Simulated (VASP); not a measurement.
# Ca (P6_3/mmc) in VASP: notebook

The runs below take Ca through single point, with PBE.

Everything below comes from runs of VASP 6.6.1. Logs are shortened: lines on timing, memory, paths and dates and some standing lists are left out, and cuts for length are marked.

### 1 The structure

It takes space group P6_3/mmc (No. 194, hexagonal). Conventional cell: a = 3.980 Å, b = 3.980 Å, c = 6.520 Å, α = 90.00°, β = 90.00°, γ = 120.00°. Around Ca (site symmetry -6m2) lie 12 Ca at 3.98 to 3.99 Å.

This isn't the form of Ca at room conditions, which is fcc.

### 2 Single point, PBE

The input, INCAR:

```
  PREC = Accurate
  ENCUT = 520
  EDIFF = 1E-6
  ISMEAR = 1
  SIGMA = 0.1
  LREAL = F
  LASPH = T
  NELM = 100
  ALGO = Normal
  ISIF = 2
  LWAVE = F
  LCHARG = F
  GGA = PE
  NBANDS = 17
  ADDGRID = F
```

The input, KPOINTS:

```
regular mesh
0
Gamma
  12 12 7
```

The input, POSCAR:

```
Ca
1.0
    3.9800000000      0.0000000000      0.0000000000
   -1.9900000000      3.4467811071      0.0000000000
    0.0000000000      0.0000000000      6.5200000000
Ca
2
Direct
    0.6666666667      0.3333333333      0.7500000000
    0.3333333333      0.6666666667      0.2500000000
```

Potentials or basis: VASP PAW PBE potentials, release 64 (Ca_sv).

Command:

```bash
cat potpaw_PBE.64/Ca_sv/POTCAR > POTCAR
mpirun -np 1 vasp_std > vasp.out
```

OUTCAR:

```text
PREC = Accurate
   ENCUT = 520
   EDIFF = 1E-6
   ISMEAR = 1
   LREAL = F
   LASPH = T
   NELM = 100
   ISIF = 2
   GGA = PE

 Found     76 irreducible k-points:

 Following reciprocal coordinates:
            Coordinates               Weight
  0.000000  0.000000  0.000000      1.000000
  0.083333 -0.000000  0.000000      6.000000
  0.166667  0.000000  0.000000      6.000000
  0.250000  0.000000  0.000000      6.000000
  0.333333  0.000000  0.000000      6.000000
  0.416667  0.000000  0.000000      6.000000
   k-points           NKPTS =     76   k-points in BZ     NKDIM =     76   number of bands    NBANDS=     17
   number of dos      NEDOS =    301   number of ions     NIONS =      2
   total plane-waves  NPLWV =  43200
   dimension x,y,z NGX =    30 NGY =   30 NGZ =   48
   dimension x,y,z NGXF=    60 NGYF=   60 NGZF=   96
   ions per type =               2
   NGX,Y,Z   is equivalent  to a cutoff of  12.53, 12.53, 12.24 a.u.
   NGXF,Y,Z  is equivalent  to a cutoff of  25.06, 25.06, 24.48 a.u.
 SYSTEM =  unknown system
   PREC   = accura    normal or accurate (medium, high low for compatibility)
   ISTART =      0    job   : 0-new  1-cont  2-samecut
   ICHARG =      2    charge: 1-file 2-atom 10-const
   ISPIN  =      1    spin polarized calculation?
   LNONCOLLINEAR =      F non collinear calculations
   LSORBIT =      F    spin-orbit coupling
   LASPH  =      T    aspherical Exc in radial PAW
   ENCUT  =  520.0 eV  38.22 Ry    6.18 a.u.   7.40  7.40 12.12*2*pi/ulx,y,z
   NELM   =    100;   NELMIN=  2; NELMDL= -5     # of ELM steps
   EDIFF  = 0.1E-05   stopping-criterion for ELM
   LREAL  =      F    real-space projection
   EDIFFG = 0.1E-04   stopping-criterion for IOM
   NSW    =      0    number of steps for IOM
   IBRION =     -1    ionic relax: 0-MD 1-quasi-New 2-CG
   NFREE  =      0    steps in history (QN), initial steepest desc. (CG)
   ISIF   =      2    stress and relaxation
   ISYM   =      2    0-nonsym 1-usesym 2-fastsym
   POTIM  = 0.5000    time-step for ionic-motion
   TEBEG  =    0.0;   TEEND  =   0.0 temperature during run
   PSTRESS=    0.0 pullay stress
   NELECT =      20.0000    total number of electrons
   NUPDOWN=      -1.0000    fix difference up-down
   EMIN   =  10.00;   EMAX   =-10.00  energy-range for DOS
   EFERMI =   0.00;   METHOD = LEGACY
   ISMEAR =     1;   SIGMA  =   0.10  broadening in eV -4-tet -1-fermi 0-gaus
   EFERMI_NEDOS =   21; number of points for ismear=-14 and -15
   IALGO  =     38    algorithm
   IMIX   =      4    mixing-type and parameters
     AMIX     =   0.40;   BMIX     =  1.00
     AMIX_MAG =   1.60;   BMIX_MAG =  1.00
  volume/ion in A,a.u.               =      44.72       301.79
  Fermi-wavevector in a.u.,A,eV,Ry     =   0.993657  1.877740 13.433783  0.987355
  Thomas-Fermi vector in A             =   2.125555
   LORBIT       =      0    0 simple, 1 ext, 2 COOP (PROOUT), +10 PAW based schemes
   GGA     = PE    functional components
   LHFCALC =     F    Hartree Fock is set to
   AEXX    =    0.0000 exact exchange contribution
   IVDW    =     0    specifies the selected vdW correction
   LEPSILON=     F    determine dielectric tensor
   LRPA    =     F    only Hartree local field effects (RPA)
 non-spin polarized calculation
 Methfessel and Paxton  Order N= 1 SIGMA  =   0.10
  energy-cutoff  :      520.00
  volume of cell :       89.44
 maximum number of plane-waves:      2448
 NGX is ok and might be reduce to    30

 number of electron      20.0000006 magnetization

 Free energy of the ion-electron system (eV)
  ---------------------------------------------------
  ext. energy  EPLUGINS =         0.00000000
  ---------------------------------------------------
  free energy    TOTEN  =        -3.84149719 eV

  energy without entropy =       -3.84309236  energy(sigma->0) =       -3.84202891

 E-fermi :   1.8057     XC(G=0):  -7.5576

 val. band max:        1.8048236309   @ k =   0.2500   0.0833   0.0000
 cond. band min:       1.8058384792   @ k =   0.3333   0.0000   0.0000
 fundamental gap:      0.0010148484
 Fermi energy:         1.8057457467

 k-point     1 :       0.0000    0.0000    0.0000
  band No.  band energies     occupation
      1     -40.4060      2.00000
      2     -40.3959      2.00000
      3     -21.4364      2.00000
      4     -21.3463      2.00000
      5     -21.3463      2.00000
      6     -21.3309      2.00000
[... 9 lines left out ...]
     16       4.2734      0.00000
     17       4.6439      0.00000

 k-point     2 :       0.0833   -0.0000    0.0000
  band No.  band energies     occupation
      1     -40.4054      2.00000
      2     -40.3955      2.00000
      3     -21.4339      2.00000
      4     -21.3520      2.00000
      5     -21.3481      2.00000
      6     -21.3368      2.00000
[... 9 lines left out ...]
     16       4.3449      0.00000
     17       4.5598      0.00000

 k-point     3 :       0.1667    0.0000    0.0000
  band No.  band energies     occupation
      1     -40.4036      2.00000
      2     -40.3947      2.00000
      3     -21.4269      2.00000
      4     -21.3675      2.00000
      5     -21.3529      2.00000
      6     -21.3527      2.00000
[... 9 lines left out ...]
     16       4.3273      0.00000
     17       4.4226      0.00000

 k-point     4 :       0.2500    0.0000    0.0000
  band No.  band energies     occupation
      1     -40.4012      2.00000
      2     -40.3937      2.00000
      3     -21.4165      2.00000
      4     -21.3889      2.00000
      5     -21.3741      2.00000
      6     -21.3594      2.00000
[... 9 lines left out ...]
     16       4.5751      0.00000
     17       4.6159      0.00000

 k-point     5 :       0.3333    0.0000    0.0000
  band No.  band energies     occupation
      1     -40.3986      2.00000
      2     -40.3928      2.00000
      3     -21.4105      2.00000
      4     -21.4043      2.00000
      5     -21.3950      2.00000
      6     -21.3657      2.00000
[... 9 lines left out ...]
     16       4.8902      0.00000
     17       5.0449      0.00000

 k-point     6 :       0.4167    0.0000    0.0000
  band No.  band energies     occupation
      1     -40.3965      2.00000
      2     -40.3924      2.00000
      3     -21.4264      2.00000
      4     -21.4101      2.00000
      5     -21.3931      2.00000
      6     -21.3702      2.00000
[... 9 lines left out ...]
     16       5.2829      0.00000
     17       5.5067      0.00000

 [... further k-points ...]

------------------------ aborting loop because EDIFF is reached ----------------------------------------

  FORCE on cell =-STRESS in cart. coord.  units (eV):
  Direction    XX          YY          ZZ          XY          YZ          ZX
  --------------------------------------------------------------------------------------
  -------------------------------------------------------------------------------------
  Total       -0.4698394     -0.4698394     -0.4824301      0.0000000     -0.0000000     -0.0000000
  in kB       -8.4161926     -8.4161926     -8.6417287      0.0000000     -0.0000000     -0.0000000
  external PRESSURE =      -8.4913713 kB  Pullay stress =       0.0000000 kB

 VOLUME and BASIS-vectors are now :
 -----------------------------------------------------------------------------
  energy-cutoff  :      520.00
  volume of cell :       89.44
      direct lattice vectors                 reciprocal lattice vectors
     3.980000000  0.000000000  0.000000000     0.251256281  0.145062882  0.000000000
    -1.990000000  3.446781107  0.000000000     0.000000000  0.290125763  0.000000000
     0.000000000  0.000000000  6.520000000     0.000000000  0.000000000  0.153374233

 POSITION                                       TOTAL-FORCE (eV/Angst)
 -----------------------------------------------------------------------------------
      1.99000      1.14893      4.89000        -0.000000      0.000000      0.000000
     -0.00000      2.29785      1.63000         0.000000     -0.000000      0.000000
 -----------------------------------------------------------------------------------
    total drift:                                0.000000     -0.000000      0.000000

  FREE ENERGIE OF THE ION-ELECTRON SYSTEM (eV)
  ---------------------------------------------------
  free  energy   TOTEN  =        -3.8414971910 eV

  energy  without entropy=       -3.8430923616  energy(sigma->0) =       -3.84202891
```

OSZICAR:

```text
N       E                     dE             d eps       ncg     rms          rms(c)
DAV:   1     0.167886309206E+03    0.16789E+03   -0.10087E+04  2592   0.105E+03
DAV:   2     0.532032553271E+01   -0.16257E+03   -0.16050E+03  2931   0.309E+02
DAV:   3    -0.351219747594E+01   -0.88325E+01   -0.87617E+01  4969   0.525E+01
DAV:   4    -0.383970807657E+01   -0.32751E+00   -0.32694E+00  3365   0.105E+01
DAV:   5    -0.385506788401E+01   -0.15360E-01   -0.15352E-01  4348   0.151E+00    0.312E+00
DAV:   6    -0.384394733940E+01    0.11121E-01   -0.25168E-02  3391   0.147E+00    0.190E+00
DAV:   7    -0.384225152571E+01    0.16958E-02   -0.34617E-02  3195   0.193E+00    0.132E-01
DAV:   8    -0.384145352797E+01    0.79800E-03   -0.35121E-03  3313   0.500E-01    0.232E-02
DAV:   9    -0.384149452973E+01   -0.41002E-04   -0.34538E-04  4910   0.768E-02    0.203E-02
DAV:  10    -0.384150000141E+01   -0.54717E-05   -0.44777E-05  3316   0.621E-02    0.117E-02
DAV:  11    -0.384149726088E+01    0.27405E-05   -0.47585E-06  3647   0.217E-02    0.392E-03
DAV:  12    -0.384149719103E+01    0.69858E-07   -0.18308E-07  2824   0.300E-03
   1 F= -.38414972E+01 E0= -.38420289E+01  d E =0.159517E-02
```

stdout:

```text
POSCAR found type information on POSCAR Ca
 POSCAR found :  1 types and       2 ions
 scaLAPACK will be used
 LDA part: xc-table for (Slater+PW92), standard interpolation
 POSCAR, INCAR and KPOINTS ok, starting setup
 FFT: planning ... GRIDC
 FFT: planning ... GRID_SOFT
 FFT: planning ... GRID
 WAVECAR not read
 entering main loop
```

It took 47 s on 1 thread of Intel Xeon 6975P-C (Granite Rapids), shared host; peak memory 0.25 GiB.

These settings aren't checked as converged: the numbers below hold their error.

What came out:

```yaml
Free_energy: -3.8415 eV
Pressure: -0.8 GPa
Band_gap_on_the_k_mesh: none (metal or under the smearing width)
```

### 3 Single point, PBE

Edit INCAR of step 2 so:

```diff
@@ -1,3 +1,3 @@
   PREC = Accurate
-  ENCUT = 520
+  ENCUT = 400
   EDIFF = 1E-6
```

The input, KPOINTS:

```
regular mesh
0
Gamma
  14 14 8
```

POSCAR is that of step 2.

Potentials or basis: VASP PAW PBE potentials, release 64 (Ca_sv).

Command:

```bash
cat potpaw_PBE.64/Ca_sv/POTCAR > POTCAR
mpirun -np 1 vasp_std > vasp.out
```

Wall time 46 s (1 thread of Intel Xeon 6975P-C (Granite Rapids), shared host); peak memory 0.24 GiB.

These settings aren't checked as converged: the numbers below hold their error.

What came out:

```
Free energy            : -3.8426 eV
Pressure               : -0.8 GPa
Band gap on the k mesh : none (metal or under the smearing width)
```

### 4 Single point, PBE

Edit INCAR of step 3 so:

```diff
@@ -1,3 +1,3 @@
   PREC = Accurate
-  ENCUT = 400
+  ENCUT = 340
   EDIFF = 1E-6
```

The input, KPOINTS:

```
regular mesh
0
Gamma
  16 16 9
```

POSCAR is that of step 3.

Command:

```bash
cat potpaw_PBE.64/Ca_sv/POTCAR > POTCAR
mpirun -np 1 vasp_std > vasp.out
```

Run time: 32 s. Hardware: 1 thread of Intel Xeon 6975P-C (Granite Rapids), shared host; peak memory 0.22 GiB.

These settings aren't checked as converged: the numbers below hold their error.

Results:

```yaml
Free_energy: -3.8465 eV
Pressure: -0.9 GPa
Band_gap_on_the_k_mesh: none (metal or under the smearing width)
```

### 5 The reference run

An earlier run on the cell as given: functional PBE; potentials or basis VASP PAW PBE potentials, release 64 (Ca_sv); cutoff 520 eV; k mesh 8 × 8 × 4; occupations fermi-dirac, width 0.05 eV; no spin polarisation.

- Pressure: -0.8 GPa
- Band gap on the k mesh: none (metal or under the smearing width)
